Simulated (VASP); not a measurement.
NaI: equation of state with PBEsol

The system is NaI.

```
I Na
1.0
     0.00000    3.23640    3.23640
     3.23640    0.00000    3.23640
     3.23640    3.23640    0.00000
I Na
1 1
Direct
  0.50000 0.50000 0.50000
  0.00000 0.00000 0.00000
```

```
Program             : VASP 6.6.1
Task                : equation of state
Functional          : PBEsol
Potentials or basis : VASP PAW PBE potentials, release 64 (I, Na_pv)
Cutoff              : 520 eV
k mesh              : 7 × 7 × 7
Occupations         : fermi-dirac, width 0.05 eV
Spin                : no spin polarisation
```

| Item | Value |
| --- | --- |
| Equilibrium volume | 32.90 Å³/atom |
| Bulk modulus | 17.0 GPa |
| Pressure derivative of the bulk modulus | 4.8 |

Energy against volume, from the lowest point:
| volume (Å³/atom) | energy (meV/atom) |
| --- | --- |
| 31.865 | 1.68 |
| 32.543 | 0.05 |
| 33.221 | 0.00 |
| 33.899 | 1.35 |
| 34.577 | 3.96 |
| 35.255 | 7.66 |
| 35.933 | 12.35 |

All runs of the series together: 98 s on 1 thread of AMD EPYC 9R45 96-Core Processor (Zen 5) (shared host).

Caveat: the PAW data sets were made with another functional, which shifts forces and pressure a little. The run has no spin-orbit coupling, so splittings on I are missing.
